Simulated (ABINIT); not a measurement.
Set up this calculation in ABINIT 10.8.3 (patched build), as the native input.

* Task: single point
* Functional: PBEsol
* Potentials or basis: JTH PAW PBE v2.0
* Cutoff: 490 eV
* k mesh: 12 × 12 × 12
* Occupations: fermi-dirac, width 0.05 eV
* Spin: no spin polarisation
* Fine-grid cutoff: 979.61 eV

Mo:

```
Mo
1.0
    -1.58381    1.58381    1.58381
     1.58381   -1.58381    1.58381
     1.58381    1.58381   -1.58381
Mo
1
Cartesian
  0.0000 0.0000 0.0000
```

One way to write it, as run:

run.abi

```
# Pseudopotentials
pp_dirpath "./"
pseudos "Mo.GGA_PBE-JTH.xml"

# Structure
acell 3*1.0
rprim
    -2.9929651906     2.9929651906     2.9929651906
     2.9929651906    -2.9929651906     2.9929651906
     2.9929651906     2.9929651906    -2.9929651906
ntypat 1
znucl 42
natom 1
typat 1
xred
     0.0000000000     0.0000000000     0.0000000000

# Plane-wave basis
ecut 18.0
pawecutdg 36.0
pawxcdev 0

# k points
kptopt 1
ngkpt 12 12 12
nshiftk 1
shiftk 0.0 0.0 0.0

# Exchange and correlation
ixc -116133

# Bands and occupations
nband 11
occopt 3
tsmear 0.05 eV

# SCF cycle
nstep 100
tolvrs 1.0e-9

# Output
iomode 3
prtwf 0
prtden 0
prteig 0
prtebands 0
enunit 2
```

Potentials or basis: JTH PAW PBE v2.0.

Run with:

```sh
$ abinit run.abi > log 2>&1
```

It gave:

```yaml
Pressure: -9.0 GPa
Band_gap_on_the_k_mesh: none (metal or under the smearing width)
Valence_electrons_inside_the_program's_atomic_spheres: Mo 11.25 (radii [1.1681] Å)
```

Caveat: the PAW data sets were made with another functional, which shifts forces and pressure a little.

Run time: 8.8 s on 1 thread of Arm Neoverse V2, with other jobs on the host, peak memory 0.09 GiB.
